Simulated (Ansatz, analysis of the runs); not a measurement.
# A homologous series of junctions, from (SiH2)2 chain with thiolate ends, between Au (111) faces with adatoms, part 3 of 6

How fast does the conductance fall as the molecule grows?

Ansatz 0.2.0; DFT PBE, plane waves, PAW; relaxation of a junction, electrodes held but for their tips (the session's first sound run).

So far, conductance of the junction (G₀): step 3 (transmission between the leads, 82 atoms, molecule …) 0.179.

## Step 5: Relaxing the junction, 85 atoms, molecule oligosilane 3, thiolate ends, units 3

This step: DFT PBE, plane waves, PAW; relaxation of a junction, electrodes held but for their tips (Ansatz 0.2.0).

System of this step: (SiH2)3 chain with thiolate ends, between Au (111) faces with adatoms. The cell holds 85 atoms: 74 Au, 2 S, 3 Si and 6 H. Cell: a = 8.825 Å, b = 8.825 Å, c = 30.508 Å, α = 90.0°, β = 90.0°, γ = 60.0°. Electrodes: Au (111) 3x3 face with an adatom; the apex atoms were set 9.228 Å apart; the free molecule is S[SiH2][SiH2][SiH2]S. Regions: lower lead, 37 atoms (37 Au); bridge, 11 atoms (2 S, 3 Si and 6 H); upper lead, 37 atoms (37 Au). The structure is stacked along c, and the current runs across the ab planes.

The bridge and the electrodes' tips relax, while 72 atoms stay at the lead's spacing, so that the ends still repeat as a lead.

File input.yaml:

```yaml
crystal:
  lattice:
    - [8.8246926292, 0.0, 0.0]
    - [4.4123463146, 7.6424079975, 0.0]
    - [0.0, 0.0, 30.5078914167]
  atoms:
    - { symbol: Au, position: [0.722222222, 0.722222222, 0.0] }
    - { symbol: Au, position: [0.722222222, 0.055555556, 0.0] }
    - { symbol: Au, position: [0.722222222, 0.388888889, 0.0] }
    - { symbol: Au, position: [0.055555556, 0.722222222, 0.0] }
    - { symbol: Au, position: [0.055555556, 0.055555556, 0.0] }
    - { symbol: Au, position: [0.055555556, 0.388888889, 0.0] }
    - { symbol: Au, position: [0.388888889, 0.722222222, 0.0] }
    - { symbol: Au, position: [0.388888889, 0.055555556, 0.0] }
    - { symbol: Au, position: [0.388888889, 0.388888889, 0.0] }
    - { symbol: Au, position: [0.833333333, 0.833333333, 0.078726422] }
    - { symbol: Au, position: [0.833333333, 0.166666667, 0.078726422] }
    - { symbol: Au, position: [0.833333333, 0.5, 0.078726422] }
    - { symbol: Au, position: [0.166666667, 0.833333333, 0.078726422] }
    - { symbol: Au, position: [0.166666667, 0.166666667, 0.078726422] }
    - { symbol: Au, position: [0.166666667, 0.5, 0.078726422] }
    - { symbol: Au, position: [0.5, 0.833333333, 0.078726422] }
    - { symbol: Au, position: [0.5, 0.166666667, 0.078726422] }
    - { symbol: Au, position: [0.5, 0.5, 0.078726422] }
    - { symbol: Au, position: [0.944444444, 0.944444444, 0.157452843] }
    - { symbol: Au, position: [0.944444444, 0.277777778, 0.157452843] }
    - { symbol: Au, position: [0.944444444, 0.611111111, 0.157452843] }
    - { symbol: Au, position: [0.277777778, 0.944444444, 0.157452843] }
    - { symbol: Au, position: [0.277777778, 0.277777778, 0.157452843] }
    - { symbol: Au, position: [0.277777778, 0.611111111, 0.157452843] }
    - { symbol: Au, position: [0.611111111, 0.944444444, 0.157452843] }
    - { symbol: Au, position: [0.611111111, 0.277777778, 0.157452843] }
    - { symbol: Au, position: [0.611111111, 0.611111111, 0.157452843] }
    - { symbol: Au, position: [0.055555556, 0.055555556, 0.236179265] }
    - { symbol: Au, position: [0.055555556, 0.388888889, 0.236179265] }
    - { symbol: Au, position: [0.055555556, 0.722222222, 0.236179265] }
    - { symbol: Au, position: [0.388888889, 0.055555556, 0.236179265] }
    - { symbol: Au, position: [0.388888889, 0.388888889, 0.236179265] }
    - { symbol: Au, position: [0.388888889, 0.722222222, 0.236179265] }
    - { symbol: Au, position: [0.722222222, 0.055555556, 0.236179265] }
    - { symbol: Au, position: [0.722222222, 0.388888889, 0.236179265] }
    - { symbol: Au, position: [0.722222222, 0.722222222, 0.236179265] }
    - { symbol: Au, position: [0.5, 0.5, 0.309394837] }
    - { symbol: S, position: [0.626123718, 0.372983726, 0.37625831] }
    - { symbol: Si, position: [0.693586335, 0.565323825, 0.395699438] }
    - { symbol: Si, position: [0.84327863, 0.494600702, 0.460753574] }
    - { symbol: Si, position: [0.642554228, 0.513709887, 0.511280572] }
    - { symbol: S, position: [0.745445555, 0.474537114, 0.576676179] }
    - { symbol: H, position: [0.528766568, 0.73619353, 0.398924656] }
    - { symbol: H, position: [0.800563544, 0.578245899, 0.359864118] }
    - { symbol: H, position: [0.001025431, 0.316088749, 0.459251248] }
    - { symbol: H, position: [0.90298618, 0.62211355, 0.470728074] }
    - { symbol: H, position: [0.589412215, 0.380818622, 0.503407798] }
    - { symbol: H, position: [0.483195671, 0.689698013, 0.51000872] }
    - { symbol: Au, position: [0.5, 0.5, 0.611878742] }
    - { symbol: Au, position: [0.277777778, 0.277777778, 0.685094314] }
    - { symbol: Au, position: [0.277777778, 0.611111111, 0.685094314] }
    - { symbol: Au, position: [0.277777778, 0.944444444, 0.685094314] }
    - { symbol: Au, position: [0.611111111, 0.277777778, 0.685094314] }
    - { symbol: Au, position: [0.611111111, 0.611111111, 0.685094314] }
    - { symbol: Au, position: [0.611111111, 0.944444444, 0.685094314] }
    - { symbol: Au, position: [0.944444444, 0.277777778, 0.685094314] }
    - { symbol: Au, position: [0.944444444, 0.611111111, 0.685094314] }
    - { symbol: Au, position: [0.944444444, 0.944444444, 0.685094314] }
    - { symbol: Au, position: [0.388888889, 0.388888889, 0.763820735] }
    - { symbol: Au, position: [0.388888889, 0.722222222, 0.763820735] }
    - { symbol: Au, position: [0.388888889, 0.055555556, 0.763820735] }
    - { symbol: Au, position: [0.722222222, 0.388888889, 0.763820735] }
    - { symbol: Au, position: [0.722222222, 0.722222222, 0.763820735] }
    - { symbol: Au, position: [0.722222222, 0.055555556, 0.763820735] }
    - { symbol: Au, position: [0.055555556, 0.388888889, 0.763820735] }
    - { symbol: Au, position: [0.055555556, 0.722222222, 0.763820735] }
    - { symbol: Au, position: [0.055555556, 0.055555556, 0.763820735] }
    - { symbol: Au, position: [0.5, 0.5, 0.842547157] }
    - { symbol: Au, position: [0.5, 0.833333333, 0.842547157] }
    - { symbol: Au, position: [0.5, 0.166666667, 0.842547157] }
    - { symbol: Au, position: [0.833333333, 0.5, 0.842547157] }
    - { symbol: Au, position: [0.833333333, 0.833333333, 0.842547157] }
    - { symbol: Au, position: [0.833333333, 0.166666667, 0.842547157] }
    - { symbol: Au, position: [0.166666667, 0.5, 0.842547157] }
    - { symbol: Au, position: [0.166666667, 0.833333333, 0.842547157] }
    - { symbol: Au, position: [0.166666667, 0.166666667, 0.842547157] }
    - { symbol: Au, position: [0.611111111, 0.611111111, 0.921273578] }
    - { symbol: Au, position: [0.611111111, 0.944444444, 0.921273578] }
    - { symbol: Au, position: [0.611111111, 0.277777778, 0.921273578] }
    - { symbol: Au, position: [0.944444444, 0.611111111, 0.921273578] }
    - { symbol: Au, position: [0.944444444, 0.944444444, 0.921273578] }
    - { symbol: Au, position: [0.944444444, 0.277777778, 0.921273578] }
    - { symbol: Au, position: [0.277777778, 0.611111111, 0.921273578] }
    - { symbol: Au, position: [0.277777778, 0.944444444, 0.921273578] }
    - { symbol: Au, position: [0.277777778, 0.277777778, 0.921273578] }
kpoints:
  mp_grid: { grid: [2, 2, 1] }
scf:
  occupations: { method: fermi_dirac, width: 0.1 }
hamiltonian:
  xc: pbe
relax:
  constraints:
    - { sites: [0, 1, 2, 3, 4, 5, 6, 7, 8, 9, 10, 11, 12, 13, 14, 15, 16, 17, 18, 19, 20, 21, 22, 23, 24, 25, 26, 27, 28, 29, 30, 31, 32, 33, 34, 35, 49, 50, 51, 52, 53, 54, 55, 56, 57, 58, 59, 60, 61, 62, 63, 64, 65, 66, 67, 68, 69, 70, 71, 72, 73, 74, 75, 76, 77, 78, 79, 80, 81, 82, 83, 84] }
  f_tol: 0.05
  max_steps: 35
```

The run is started by

```console
$ ansatz run input.yaml --threads 16 --pin off --max-ram 61440MiB --backend cuda --events-out ev --progress --plain --runs-dir out --max-vram 78GiB
```

Numbers of over 12 decimals in the logs are rounded to 6 here.

The log of the run:

```text
[...]
Crystal: 85 atoms, lattice volume = 2057.510 Å³
Basis set: ecut = 420 eV, 40115 PW (Γ), exchange–correlation on 120×120×432 points (8 copies of the dense FFT grid, shifted against one another)
Bands: 862, of which v1, the nominal top of the filled ones, is band 718 counted from 1 (717 counted from 0)
Symmetry: 1 space group operations
[...]
k-points: 4
[...]
- { symbol: S, position: [0.508820, 0.476568, 0.538741] }
    - { symbol: H, position: [0.455840, 0.867440, 0.381471] }
    - { symbol: H, position: [0.751924, 0.647821, 0.362600] }
    - { symbol: H, position: [-0.149103, 0.508233, 0.474479] }
    - { symbol: H, position: [0.731925, 0.822264, 0.469427] }
    - { symbol: H, position: [0.293868, 0.838672, 0.500619] }
    - { symbol: H, position: [0.496149, 0.823478, 0.556287] }
[...]
- { symbol: Au, position: [0.944444, 0.277778, 0.921274] }
    - { symbol: Au, position: [0.277778, 0.611111, 0.921274] }
    - { symbol: Au, position: [0.277778, 0.944444, 0.921274] }
    - { symbol: Au, position: [0.277778, 0.277778, 0.921274] }
```

It took 61 s on 1 × NVIDIA GB200 with 16 threads of Arm Neoverse V2, shared host; peak memory 1.8 GiB; 3 min of CPU time.

The steps of the relaxation (22 of 33):

```
step  energy less that of the first step (eV)  largest force component (eV/Å)
   1                                   0.0000                          0.9011
   3                                  -0.2157                          0.1792
   4                                  -0.2644                          0.0675
   6                                  -0.3101                          0.1288
   7                                  -0.3188                          0.1460
   9                                  -0.3320                          0.1808
  10                                  -0.3377                          0.1831
  12                                  -0.3558                          0.1920
  13                                  -0.3647                          0.2256
  15                                  -0.3905                          0.2449
  16                                  -0.4077                          0.1961
  18                                  -0.4378                          0.1499
  19                                  -0.4504                          0.1960
  21                                  -0.4690                          0.2362
  22                                  -0.4783                          0.2896
  24                                  -0.4932                          0.1797
  25                                  -0.4976                          0.1131
  27                                  -0.5035                          0.0845
  28                                  -0.5047                          0.0645
  30                                  -0.5073                          0.0364
  31                                  -0.5082                          0.0598
  33                                  -0.5094                          0.0251
```

The atoms that moved most (Å):

```
atom      dx     dy      dz  length
 H47  -0.588  3.499  -0.085   3.549
 S42  -2.079  0.016  -1.157   2.380
 H48   0.705  1.022   1.412   1.880
Si41  -0.544  1.627   0.226   1.730
 H46  -0.626  1.530  -0.040   1.653
 H45  -0.477  1.468   0.465   1.612
Si40  -0.556  1.407   0.136   1.519
 H43  -0.064  1.003  -0.532   1.137
```

The largest force component on a free atom ends at 0.025 eV/Å, under the limit of 0.05. The apex atoms end 9.32 Å apart, and their nearest bridge atoms lie at 2.29 Å (Au–S) and 2.29 Å (Au–S).

## Step 6: Transmission, 85 atoms, molecule oligosilane 3, thiolate ends, units 3

This step: DFT PBE, plane waves, PAW; transmission of a junction between electrodes (Ansatz 0.2.0).

The transmission is computed for this geometry in the same way.

Changes to input.yaml since step 5:

```diff
@@ -42,15 +42,15 @@
     - { symbol: Au, position: [0.722222222, 0.722222222, 0.236179265] }
-    - { symbol: Au, position: [0.5, 0.5, 0.309394837] }
-    - { symbol: S, position: [0.626123718, 0.372983726, 0.37625831] }
-    - { symbol: Si, position: [0.693586335, 0.565323825, 0.395699438] }
-    - { symbol: Si, position: [0.84327863, 0.494600702, 0.460753574] }
-    - { symbol: Si, position: [0.642554228, 0.513709887, 0.511280572] }
-    - { symbol: S, position: [0.745445555, 0.474537114, 0.576676179] }
-    - { symbol: H, position: [0.528766568, 0.73619353, 0.398924656] }
-    - { symbol: H, position: [0.800563544, 0.578245899, 0.359864118] }
-    - { symbol: H, position: [0.001025431, 0.316088749, 0.459251248] }
-    - { symbol: H, position: [0.90298618, 0.62211355, 0.470728074] }
-    - { symbol: H, position: [0.589412215, 0.380818622, 0.503407798] }
-    - { symbol: H, position: [0.483195671, 0.689698013, 0.51000872] }
-    - { symbol: Au, position: [0.5, 0.5, 0.611878742] }
+    - { symbol: Au, position: [0.5036341193, 0.5005215331, 0.307952012] }
+    - { symbol: S, position: [0.5151801492, 0.4977674273, 0.3829452098] }
+    - { symbol: Si, position: [0.6000697851, 0.6859510849, 0.3918234542] }
+    - { symbol: Si, position: [0.6882818816, 0.6786953943, 0.4652141171] }
+    - { symbol: Si, position: [0.4744970501, 0.7265514443, 0.5187014974] }
+    - { symbol: S, position: [0.5088196857, 0.4765676458, 0.5387414074] }
+    - { symbol: H, position: [0.4558401873, 0.8674402922, 0.3814710936] }
+    - { symbol: H, position: [0.7519240954, 0.6478206543, 0.3626002967] }
+    - { symbol: H, position: [-0.1491028517, 0.5082325878, 0.4744793939] }
+    - { symbol: H, position: [0.7319251883, 0.8222639533, 0.4694274707] }
+    - { symbol: H, position: [0.2938678847, 0.8386722688, 0.5006193658] }
+    - { symbol: H, position: [0.4961489105, 0.8234779362, 0.5562873762] }
+    - { symbol: Au, position: [0.4949562795, 0.5044769532, 0.6134004282] }
     - { symbol: Au, position: [0.277777778, 0.277777778, 0.685094314] }
@@ -92,3 +92,3 @@
 kpoints:
-  mp_grid: { grid: [2, 2, 1] }
+  mp_grid: { grid: [4, 4, 1] }
 scf:
@@ -97,6 +97,7 @@
   xc: pbe
-relax:
-  constraints:
-    - { sites: [0, 1, 2, 3, 4, 5, 6, 7, 8, 9, 10, 11, 12, 13, 14, 15, 16, 17, 18, 19, 20, 21, 22, 23, 24, 25, 26, 27, 28, 29, 30, 31, 32, 33, 34, 35, 49, 50, 51, 52, 53, 54, 55, 56, 57, 58, 59, 60, 61, 62, 63, 64, 65, 66, 67, 68, 69, 70, 71, 72, 73, 74, 75, 76, 77, 78, 79, 80, 81, 82, 83, 84] }
-  f_tol: 0.05
-  max_steps: 35
+output:
+  transmission: { leads: [[76, 0]], e_range: [-0.7, 0.7], de: 0.035, kmesh: [4, 4] }
+  dos: { projected: true, e_range: [-5, 4] }
+  write_potential: true
+  write_density: true
+  volumetric_format: npy
```

The log of the run:

```text
[...]
Crystal: 85 atoms, lattice volume = 2057.510 Å³
Basis set: ecut = 420 eV, 40115 PW (Γ)
Bands: 862, of which v1, the nominal top of the filled ones, is band 718 counted from 1 (717 counted from 0)
Symmetry: 1 space group operations
[...]
k-points: 10 of 16 (time reversal used)
[...]
transmission: 423 of 470 steps passed
[...]
SCF converged after 10 iterations
[...]
--- Transmission ---
  basis      : 595 plane waves across, 47 finite elements along
  points     : 10, standing for a mesh of 4 x 4
  on the GPU : 10 of these points
[...]
filled         : 5.4 meV over the level at which it is neutral
    channels       : 7.687500e0 a spin
[...]
junction   : crystal 0 to crystal 0, -0.50 to 27.60 Å
    transmission   : 1.284278e-2 a spin
[...]
resistance     : 6.2923e-1 Ω µm² beyond half of each lead's own
```

The job ended after 3.9 min (1 × NVIDIA GB200 with 16 threads; peak memory 18 GiB; 30 min of CPU time).

Transmission, one spin against energy, zero at the Fermi level:

```
energy (eV)  transmission, one spin
     -0.700                   0.104
     -0.665                  0.0960
     -0.595                   0.100
     -0.560                   0.121
     -0.490                   0.256
     -0.455                   0.324
     -0.420                   0.318
     -0.350                   0.179
     -0.315                   0.118
     -0.280                  0.0804
     -0.210                  0.0473
     -0.175                  0.0738
     -0.105                  0.0229
     -0.070                  0.0170
     -0.035                  0.0146
      0.000                  0.0128
      0.035                  0.0114
      0.070                  0.0104
      0.105                 0.00943
      0.175                 0.00789
      0.210                 0.00691
      0.280                 0.00979
      0.315                  0.0167
      0.350                  0.0526
      0.385                   0.146
      0.420                  0.0128
      0.455                 0.00357
      0.490                 0.00316
      0.560                 0.00297
      0.595                 0.00290
      0.665                 0.00289
      0.700                 0.00277
```

The conductance is 0.0138 G₀. The conductance is 0.077 times that of the last run that gave one. This chain holds gauche bonds, so it is not the stretched conformer. The lead's Hamiltonian steps by 23.5 meV, which the program lets pass, though it counts in the error estimate. The largest term of the program's error estimate is 91 %, from the steps of its leads' Hamiltonians or their offsets.

## Step 7: Conductance and thermopower from T(E), 85 atoms

This step: Landauer integrals over the computed T(E), interpolated linearly between its energies (analysis of the runs above).

T(E) held rigid; rough near sharp steps of T(E). Table of conductance at 300 K by shift of the leads' level:

```
shift of the leads' level (eV)  conductance at 300 K (G₀)
                        -0.350                      0.186
                        -0.300                      0.116
                        -0.250                     0.0745
                        -0.200                     0.0609
                        -0.150                     0.0529
                        -0.100                     0.0327
                        -0.050                     0.0189
                         0.000                     0.0137
                         0.050                     0.0113
                         0.100                    0.00974
                         0.150                    0.00864
                         0.200                    0.00841
                         0.250                     0.0116
                         0.300                     0.0253
                         0.350                     0.0548
```

The thermopower is 40.6 μV/K. The Lorenz ratio is 1.26, where the Wiedemann-Franz law gives 1. These values rest on a semilocal level alignment and on the mesh across the current. Moving the level by up to 0.1 eV either way gives 20 to 79 μV/K.

(Part 3 of 6 ends here.)

[Logs are printed without paths, hosts, clocks, repeated set-up lines and the standing remarks that a program may print on its own settings, such as how far it seeks lower states.]

[Hosts, paths, dates, database ids (printed as entryN), source tags and the programs' standing remarks are cut or masked in the printed files.]
